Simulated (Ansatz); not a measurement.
# InSb: the cost of one run

Computed with Ansatz 0.2.0 (DFT, scalar-relativistic, functionals as named in each step, unless a step's input says otherwise).

## 1. The structure to begin with

It takes space group F-43m (No. 216, cubic). The conventional cell has a = 6.478 Å, b = 6.478 Å, c = 6.478 Å, α = 90.00°, β = 90.00°, γ = 90.00°. Around In (site symmetry -43m) lie 4 Sb at 2.81 Å. Sb (site symmetry -43m) has 4 In at 2.81 Å in its first shell of neighbours.

Structure file:

```
In Sb
1.0
     0.00000    3.23910    3.23910
     3.23910    0.00000    3.23910
     3.23910    3.23910    0.00000
In Sb
1 1
Direct
  0.00000 0.00000 0.00000
  0.75000 0.75000 0.75000
```

Atoms are numbered in the order of the input: In1, Sb2.

## 2. LDA, LAPW

Input file input.yaml:

```yaml
crystal:
  lattice:
    - [0.0, 3.2391, 3.2391]
    - [3.2391, 0.0, 3.2391]
    - [3.2391, 3.2391, 0.0]
  atoms:
    - { symbol: In, position: [0.0, 0.0, 0.0] }
    - { symbol: Sb, position: [0.75, 0.75, 0.75] }
kpoints:
  mp_grid: { grid: [10, 10, 10] }
  band_path:
    path:
      - [0.0, 0.0, 0.0]
      - [-0.5, -0.5, 0.0]
      - [-0.375, -0.375, 0.25]
      - [-0.375, 0.0, 0.375]
      - [0.0, 0.0, 0.0]
      - [0.0, 0.0, 0.5]
      - [-0.5, -0.25, 0.25]
      - [-0.5, -0.5, 0.0]
    npoints: 5
scf:
  occupations: { method: fermi_dirac, width: 0.03 }
hamiltonian:
  xc: lda
  pseudopotentials: { kind: all_electron, lapw: { basis_error: 0.00025 } }
output:
  forces: true
  stress: true
  eigenvalues: true
```

On the command line:

```sh
> ansatz run input.yaml --threads 1 --pin off --max-ram 2048MiB --backend cpu --events-out ev --progress --plain --runs-dir out
```

What time and memory should one allow on 1 thread of Arm Neoverse V1, shared host?

About 44 s, with a peak of 0.41 GiB.
